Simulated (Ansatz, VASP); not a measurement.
**One calculation of AlH, two programs**

```
CELL_PARAMETERS angstrom
-1.38942 -2.58640 0.05236
1.40020 0.81048 2.40052
-4.78674 2.93251 0.15237
ATOMIC_POSITIONS crystal
Al 0.50023 0.99583 0.50007
Al 0.99997 0.00122 0.00008
H 0.71245 0.43628 0.15449
H 0.28734 0.56667 0.84536
```

Change from the starting cell: cell x2, atoms moved at random (sigma 0.05 Å) and cell strained at random (1.5 %), then relaxed without symmetry.

Alike in both runs: functional PBE; k mesh 8 × 8 × 4; occupations gaussian, width 0.2 eV; no spin polarisation.

Ansatz relaxed the structure, and its values are those at the end. VASP's run is a single point on that final structure, the one shown.

|  | VASP | Ansatz |
| --- | --- | --- |
| version | VASP 6.6.1 | Ansatz 0.2.0 |
| potentials or method | VASP PAW PBE potentials, release 64 (Al, H) | scalar-relativistic, plane waves, PAW |
| plane-wave cutoff (eV) | 520 | 420 |
| valence electrons in the cell | 8 | 8 |

|  | VASP | Ansatz | Ansatz less VASP |
| --- | --- | --- | --- |
| gap on the k mesh at the Fermi level (eV) | none | none | - |
| pressure (GPa) | -0.1 | 0.0 | +0.13 |

A gap of «none» marks a metal or a gap that the smearing closes. The functional is the same, so the differences come from potentials, cutoffs and numerics.
